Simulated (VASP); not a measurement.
# Si (Fd-3m) in VASP: a series of runs

One crystal, Si, is run at these levels: PBE+D3(BJ); tasks: single point, relaxation of cell and atoms.

Everything below comes from runs of VASP 6.6.1. Logs are shortened: lines on timing, memory, paths and dates and some standing lists are left out, and cuts for length are marked.

### 1 Starting point

The structure is cubic, space group Fd-3m (No. 227). Conventional cell: a = 5.294 Å, b = 5.294 Å, c = 5.294 Å, α = 90.00°, β = 90.00°, γ = 90.00°. Si (site symmetry -43m) has 4 Si at 2.29 Å as nearest neighbours.

### 2 Single point, PBE+D3(BJ)

INCAR reads:

```
SYSTEM = Si
ALGO     = Normal         ! electronic algorithm
EDIFF    = 1E-7           ! SCF threshold, eV
ENCUT    = 520            ! plane-wave cutoff, eV
GGA      = PE             ! functional
ISIF     = 2              ! what is computed and relaxed
ISMEAR   = 0              ! smearing method
IVDW     = 12             ! dispersion correction
LASPH    = .TRUE.         ! aspherical terms in the spheres
LCHARG   = .TRUE.         ! write CHGCAR
LELF     = .TRUE.         ! ELF
LREAL    = .FALSE.        ! projectors in reciprocal space
LVHAR    = .TRUE.       
LWAVE    = .FALSE.        ! write WAVECAR
NBANDS   = 11             ! bands
NELM     = 100            ! most SCF steps
PREC     = Accurate       ! precision mode
SIGMA    = 0.02           ! smearing width, eV
```

KPOINTS reads:

```
k-points
0
G
  10 10 10
  0 0 0
```

POSCAR reads:

```
Si
1.0
    0.0000000000      2.6469578613      2.6469578613
    2.6469578613      0.0000000000      2.6469578613
    2.6469578613      2.6469578613      0.0000000000
Si
2
Direct
    0.7500000000      0.7500000000      0.7500000000
    0.5000000000      0.5000000000      0.5000000000
```

Potentials or basis: VASP PAW PBE potentials, release 64 (Si).

On the command line:

```
$ cat potpaw_PBE.64/Si/POTCAR > POTCAR
$ mpirun -np 1 vasp_std > vasp.out
```

OUTCAR:

```text
SYSTEM = Si
   EDIFF = 1E-7
   ENCUT = 520
   GGA = PE
   ISIF = 2
   ISMEAR = 0
   IVDW = 12
   LASPH = .TRUE.
   LREAL = .FALSE.
   NELM = 100
   PREC = Accurate
 IVDW          = 12

 ion  position               nearest neighbor table
   1  0.750  0.750  0.750-   2 2.29   2 2.29   2 2.29   2 2.29
   2  0.500  0.500  0.500-   1 2.29   1 2.29   1 2.29   1 2.29

  LATTYP: Found a face centered cubic cell.
 ALAT       =     5.2939157226

  Lattice vectors:

 A1 = (   0.0000000000,   2.6469578613,   2.6469578613)
 A2 = (   2.6469578613,   0.0000000000,   2.6469578613)
 A3 = (   2.6469578613,   2.6469578613,   0.0000000000)

Analysis of symmetry for initial positions (statically):
=====================================================================
 Subroutine PRICEL returns:
 Original cell was already a primitive cell.

 Routine SETGRP: Setting up the symmetry group for a
 face centered cubic supercell.

 Subroutine GETGRP returns: Found 48 space group operations
 (whereof 24 operations were pure point group operations)
 out of a pool of 48 trial point group operations.

The static configuration has the point symmetry T_d .
 The point group associated with its full space group is O_h .

Analysis of symmetry for dynamics (positions and initial velocities):
=====================================================================
 Subroutine PRICEL returns:
 Original cell was already a primitive cell.

 Routine SETGRP: Setting up the symmetry group for a
 face centered cubic supercell.

 Subroutine GETGRP returns: Found 48 space group operations
 (whereof 24 operations were pure point group operations)
 out of a pool of 48 trial point group operations.

The dynamic configuration has the point symmetry T_d .
 The point group associated with its full space group is O_h .

 Subroutine INISYM returns: Found 48 space group operations
 (whereof 24 operations are pure point group operations),
 and found     1 'primitive' translations

----------------------------------------------------------------------------------------

                                     Primitive cell

  volume of cell :      37.0912

  direct lattice vectors                    reciprocal lattice vectors
     0.000000000  2.646957861  2.646957861    -0.188896094  0.188896094  0.188896094
     2.646957861  0.000000000  2.646957861     0.188896094 -0.188896094  0.188896094
     2.646957861  2.646957861  0.000000000     0.188896094  0.188896094 -0.188896094

  length of vectors
     3.743363706  3.743363706  3.743363706     0.327177632  0.327177632  0.327177632

  position of ions in fractional coordinates (direct lattice)
     0.750000000  0.750000000  0.750000000
     0.500000000  0.500000000  0.500000000

  ion indices of the primitive-cell ions
   primitive index   ion index
                 1           1
                 2           2

----------------------------------------------------------------------------------------

 KPOINTS: k-points

Automatic generation of k-mesh.
 Grid dimensions read from file:
 generate k-points for:   10   10   10

 Generating k-lattice:

  Cartesian coordinates                     Fractional coordinates (reciprocal lattice)
    -0.018889609  0.018889609  0.018889609     0.100000000  0.000000000  0.000000000
     0.018889609 -0.018889609  0.018889609     0.000000000  0.100000000  0.000000000
     0.018889609  0.018889609 -0.018889609     0.000000000  0.000000000  0.100000000

  Length of vectors
     0.032717763  0.032717763  0.032717763

  Shift w.r.t. Gamma in fractional coordinates (k-lattice)
     0.000000000  0.000000000  0.000000000

 Subroutine IBZKPT returns following result:
 ===========================================

 Found     47 irreducible k-points:

 Following reciprocal coordinates:
            Coordinates               Weight
  0.000000  0.000000  0.000000      1.000000
  0.100000  0.000000  0.000000      8.000000
  0.200000  0.000000  0.000000      8.000000
  0.300000  0.000000  0.000000      8.000000
  0.400000  0.000000  0.000000      8.000000
  0.500000  0.000000  0.000000      4.000000
[... 16 lines left out ...]
  0.300000  0.300000  0.000000      6.000000
  0.400000  0.300000  0.000000     24.000000
 [... further k-points ...]
   k-points           NKPTS =     47   k-points in BZ     NKDIM =     47   number of bands    NBANDS=     11
   number of dos      NEDOS =    301   number of ions     NIONS =      2
   total plane-waves  NPLWV =  21952
   dimension x,y,z NGX =    28 NGY =   28 NGZ =   28
   dimension x,y,z NGXF=    56 NGYF=   56 NGZF=   56
   ions per type =               2
   NGX,Y,Z   is equivalent  to a cutoff of  12.44, 12.44, 12.44 a.u.
   NGXF,Y,Z  is equivalent  to a cutoff of  24.87, 24.87, 24.87 a.u.
 SYSTEM =  Si
   PREC   = accura    normal or accurate (medium, high low for compatibility)
   ISTART =      0    job   : 0-new  1-cont  2-samecut
   ICHARG =      2    charge: 1-file 2-atom 10-const
   ISPIN  =      1    spin polarized calculation?
   LNONCOLLINEAR =      F non collinear calculations
   LSORBIT =      F    spin-orbit coupling
   LASPH  =      T    aspherical Exc in radial PAW
   ENCUT  =  520.0 eV  38.22 Ry    6.18 a.u.   6.96  6.96  6.96*2*pi/ulx,y,z
   NELM   =    100;   NELMIN=  2; NELMDL= -5     # of ELM steps
   EDIFF  = 0.1E-06   stopping-criterion for ELM
   LREAL  =      F    real-space projection
   EDIFFG = 0.1E-05   stopping-criterion for IOM
   NSW    =      0    number of steps for IOM
   IBRION =     -1    ionic relax: 0-MD 1-quasi-New 2-CG
   NFREE  =      0    steps in history (QN), initial steepest desc. (CG)
   ISIF   =      2    stress and relaxation
   ISYM   =      2    0-nonsym 1-usesym 2-fastsym
   POTIM  = 0.5000    time-step for ionic-motion
   TEBEG  =    0.0;   TEEND  =   0.0 temperature during run
   PSTRESS=    0.0 pullay stress
   NELECT =       8.0000    total number of electrons
   NUPDOWN=      -1.0000    fix difference up-down
   EMIN   =  10.00;   EMAX   =-10.00  energy-range for DOS
   EFERMI =   0.00;   METHOD = LEGACY
   ISMEAR =     0;   SIGMA  =   0.02  broadening in eV -4-tet -1-fermi 0-gaus
   EFERMI_NEDOS =   21; number of points for ismear=-14 and -15
   IALGO  =     38    algorithm
   IMIX   =      4    mixing-type and parameters
     AMIX     =   0.40;   BMIX     =  1.00
     AMIX_MAG =   1.60;   BMIX_MAG =  1.00
  volume/ion in A,a.u.               =      18.55       125.15
  Fermi-wavevector in a.u.,A,eV,Ry     =   0.981781  1.855296 13.114564  0.963893
  Thomas-Fermi vector in A             =   2.112813
   LORBIT       =      0    0 simple, 1 ext, 2 COOP (PROOUT), +10 PAW based schemes
   GGA     = PE    functional components
   LHFCALC =     F    Hartree Fock is set to
   AEXX    =    0.0000 exact exchange contribution
   IVDW    =    12    specifies the selected vdW correction
   LEPSILON=     F    determine dielectric tensor
   LRPA    =     F    only Hartree local field effects (RPA)
 non-spin polarized calculation
 Gauss-broadening in eV      SIGMA  =   0.02
  energy-cutoff  :      520.00
  volume of cell :       37.09
 maximum number of plane-waves:      1010
   NGX = 13   NGY = 13   NGZ = 13

 number of electron       8.0000000 magnetization

 Free energy of the ion-electron system (eV)
  ---------------------------------------------------
  ext. energy  EPLUGINS =         0.00000000
  ---------------------------------------------------
  free energy    TOTEN  =       -10.73308077 eV

  energy without entropy =      -10.73308077  energy(sigma->0) =      -10.73308077

 E-fermi :   6.7696     XC(G=0):  -9.7115

 val. band max:        6.6281902983   @ k =   0.0000   0.0000   0.0000
 cond. band min:       7.0663619271   @ k =   0.4000   0.4000   0.0000
 fundamental gap:      0.4381716288
 Fermi energy:         6.7695692570

 k-point     1 :       0.0000    0.0000    0.0000
  band No.  band energies     occupation
      1      -5.8739      2.00000
      2       6.6282      2.00000
      3       6.6282      2.00000
      4       6.6282      2.00000
      5       9.2211      0.00000
      6       9.2211      0.00000
      7       9.2211      0.00000
      8      10.9082      0.00000
      9      14.3818      0.00000
     10      14.3818      0.00000
     11      14.9014      0.00000

 k-point     2 :       0.1000    0.0000    0.0000
  band No.  band energies     occupation
      1      -5.7342      2.00000
      2       5.4652      2.00000
      3       6.4137      2.00000
      4       6.4137      2.00000
      5       9.3598      0.00000
      6       9.5368      0.00000
      7       9.5368      0.00000
      8      11.6999      0.00000
      9      14.0016      0.00000
     10      14.0016      0.00000
     11      15.4695      0.00000

 k-point     3 :       0.2000    0.0000    0.0000
  band No.  band energies     occupation
      1      -5.3209      2.00000
      2       3.5188      2.00000
      3       6.0090      2.00000
      4       6.0090      2.00000
      5       9.0943      0.00000
      6      10.0648      0.00000
      7      10.0648      0.00000
      8      13.3811      0.00000
      9      13.6764      0.00000
     10      13.6764      0.00000
     11      16.0648      0.00000

 k-point     4 :       0.3000    0.0000    0.0000
  band No.  band energies     occupation
      1      -4.6599      2.00000
      2       1.6291      2.00000
      3       5.6582      2.00000
      4       5.6582      2.00000
      5       8.7533      0.00000
      6      10.1885      0.00000
      7      10.1885      0.00000
      8      14.2979      0.00000
      9      14.2979      0.00000
     10      14.7040      0.00000
     11      15.9959      0.00000

 k-point     5 :       0.4000    0.0000    0.0000
  band No.  band energies     occupation
      1      -3.8473      2.00000
      2       0.0487      2.00000
      3       5.4381      2.00000
      4       5.4381      2.00000
      5       8.5203      0.00000
      6      10.0172      0.00000
      7      10.0172      0.00000
      8      14.5910      0.00000
      9      15.7968      0.00000
     10      15.7968      0.00000
     11      17.4613      0.00000
[... 211 lines left out ...]
 k-point    21 :      -0.3000    0.2000    0.0000
  band No.  band energies     occupation
      1      -3.6537      2.00000
      2       0.7135      2.00000
      3       2.9294      2.00000
      4       5.2276      2.00000
      5       9.1287      0.00000
      6      11.2553      0.00000
      7      11.4304      0.00000
      8      13.4728      0.00000
      9      13.7280      0.00000
     10      16.6014      0.00000
     11      18.9135      0.00000

 k-point    22 :      -0.2000    0.2000    0.0000
  band No.  band energies     occupation
      1      -4.4296      2.00000
      2       2.0489      2.00000
      3       3.3864      2.00000
      4       5.7365      2.00000
      5       9.6625      0.00000
      6      10.7310      0.00000
      7      11.0903      0.00000
      8      12.6762      0.00000
      9      12.7050      0.00000
     10      17.8157      0.00000
     11      18.0839      0.00000

 k-point    23 :       0.3000    0.3000    0.0000
  band No.  band energies     occupation
      1      -4.2192      2.00000
      2       2.1785      2.00000
      3       4.2324      2.00000
      4       4.2324      2.00000
      5       7.3869      0.00000
      6       8.9370      0.00000
      7      13.5823      0.00000
      8      13.5823      0.00000
      9      16.2154      0.00000
     10      16.6494      0.00000
     11      19.6998      0.00000

 k-point    24 :       0.4000    0.3000    0.0000
  band No.  band energies     occupation
      1      -3.5623      2.00000
      2       1.1087      2.00000
      3       3.5490      2.00000
      4       4.0162      2.00000
      5       7.5736      0.00000
      6       8.7794      0.00000
      7      13.9606      0.00000
      8      13.9720      0.00000
      9      17.3269      0.00000
     10      18.3194      0.00000
     11      19.3121      0.00000

 [... further k-points ...]

------------------------ aborting loop because EDIFF is reached ----------------------------------------

 Edisp (eV)   -0.67903

 E8    (eV) :    -0.2819

  FORCE on cell =-STRESS in cart. coord.  units (eV):
  Direction    XX          YY          ZZ          XY          YZ          ZX
  --------------------------------------------------------------------------------------
  -------------------------------------------------------------------------------------
  Total       1.76880     1.76880     1.76880     0.00000     0.00000     0.00000
  in kB      76.40425    76.40425    76.40425     0.00000     0.00000     0.00000
  external pressure =       76.40 kB  Pullay stress =        0.00 kB

 VOLUME and BASIS-vectors are now :
 -----------------------------------------------------------------------------
  energy-cutoff  :      520.00
  volume of cell :       37.09
      direct lattice vectors                 reciprocal lattice vectors
     0.000000000  2.646957861  2.646957861    -0.188896094  0.188896094  0.188896094
     2.646957861  0.000000000  2.646957861     0.188896094 -0.188896094  0.188896094
     2.646957861  2.646957861  0.000000000     0.188896094  0.188896094 -0.188896094

 POSITION                                       TOTAL-FORCE (eV/Angst)
 -----------------------------------------------------------------------------------
      3.97044      3.97044      3.97044         0.000000      0.000000      0.000000
      2.64696      2.64696      2.64696        -0.000000     -0.000000     -0.000000
 -----------------------------------------------------------------------------------
    total drift:                                0.000000      0.000000     -0.000000

  FREE ENERGIE OF THE ION-ELECTRON SYSTEM (eV)
  ---------------------------------------------------
  free  energy   TOTEN  =       -11.4121136659 eV

  energy  without entropy=      -11.4121136659  energy(sigma->0) =      -11.41211367
```

Wall time 8.3 s (1 thread of Intel Xeon 6975P-C (Granite Rapids), shared host); peak memory 0.16 GiB.

Results:

- Free energy: -11.4121 eV
- Pressure: 7.6 GPa
- Band gap on the k mesh: 0.44 eV, indirect (least direct gap 2.59 eV)
- Dispersion energy per atom: -0.340 eV

Levels at points of the mesh, in eV from the valence-band top:
```csv
k point,band 2,band 3,band 4,band 5,band 6,band 7
"(0.00, 0.00, 0.00)",0.00,0.00,0.00,2.59,2.59,2.59
"(0.50, 0.00, 0.00)",-7.35,-1.26,-1.26,1.81,3.29,3.29
"(0.50, 0.50, 0.00)",-8.07,-3.06,-3.06,0.55,0.55,10.79
```

[end of part 1 of 2]
